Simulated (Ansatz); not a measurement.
# Cd: energy and pressure over a range of volumes

The task here is to estimate one member of a computed series from the others.

Method: DFT PBE, scalar-relativistic, in Ansatz 0.2.0.

### The system as given

Symmetry: P6_3/mmc, No. 194, hexagonal system. The conventional cell has a = 2.979 Å, b = 2.979 Å, c = 5.618 Å, α = 90.00°, β = 90.00°, γ = 120.00°. Around Cd (site symmetry -6m2) lie 12 Cd at 2.98 to 3.29 Å.

Structure file:

```
Cd
1.0
     2.97887    0.00000    0.00000
    -1.48944    2.57978    0.00000
     0.00000    0.00000    5.61765
Cd
2
Direct
  0.33333 0.66667 0.25000
  0.66667 0.33333 0.75000
```

Atoms are numbered in the order of the input: Cd1, Cd2.

Set-up of the first run:

File input.yaml:

```yaml
crystal:
  lattice:
    - [2.9180621286, 0.0, 0.0]
    - [-1.4590310642, 2.5271159331, 0.0]
    - [0.0, 0.0, 5.5029719036]
  atoms:
    - { symbol: Cd, position: [0.3333333333, 0.6666666667, 0.25] }
    - { symbol: Cd, position: [0.6666666667, 0.3333333333, 0.75] }
kpoints:
  mp_grid: { grid: [14, 14, 7] }
  band_path:
    path:
      - [0.0, 0.0, 0.0]
      - [0.5, 0.0, 0.0]
      - [0.3333333333, 0.3333333333, 0.0]
      - [0.0, 0.0, 0.0]
      - [0.0, 0.0, 0.5]
      - [0.5, 0.0, 0.5]
      - [0.3333333333, 0.3333333333, 0.5]
      - [0.0, 0.0, 0.5]
      - [0.5, 0.0, 0.5]
    npoints: 5
scf:
  occupations: { method: fermi_dirac, width: 0.05 }
hamiltonian:
  xc: pbe
  pseudopotentials: { kind: all_electron, lapw: { basis_error: 0.00025 } }
output:
  forces: true
  stress: true
  eigenvalues: true
```

The run is started by

```sh
$ ansatz run input.yaml --threads 1 --pin off --max-ram 3072MiB --backend cpu --events-out ev --progress --plain --runs-dir out
```

Among the steps run: Volume × 0.94, LAPW; Volume × 0.94, PAW; Volume × 0.94, crystal datasets; Volume × 0.98, LAPW; Volume × 0.98, PAW; Volume × 0.98, crystal datasets; Volume × 1.01, LAPW; Volume × 1.01, PAW; Volume × 1.01, crystal datasets; Volume × 1.04, LAPW; Volume × 1.04, PAW; Volume × 1.04, crystal datasets.

One table of the session follows, with a row left open; its other results are not shown here.

It belongs to the step «The equation of state». 

| method | volume (Å³/atom) | pressure (GPa) |
| --- | --- | --- |
| LAPW | 20.290 | 7.55 |
| LAPW | 21.154 | 4.32 |
| LAPW | 21.801 | 2.40 |
| LAPW | 22.449 | 0.84 |
| PAW | 20.290 | ? |
| PAW | 21.154 | 4.32 |
| PAW | 21.801 | 2.40 |
| PAW | 22.449 | 0.84 |
| crystal datasets | 20.290 | 7.55 |
| crystal datasets | 21.154 | 4.32 |
| crystal datasets | 21.801 | 2.40 |
| crystal datasets | 22.449 | 0.84 |

Estimate the missing values for PAW, 20.290.

**Answer.** pressure (GPa): 7.56. In the column «pressure (GPa)» it is the highest.

Caveats from the session: Warnings in the runs' records: gradients without spin orbit, crystal datasets made.
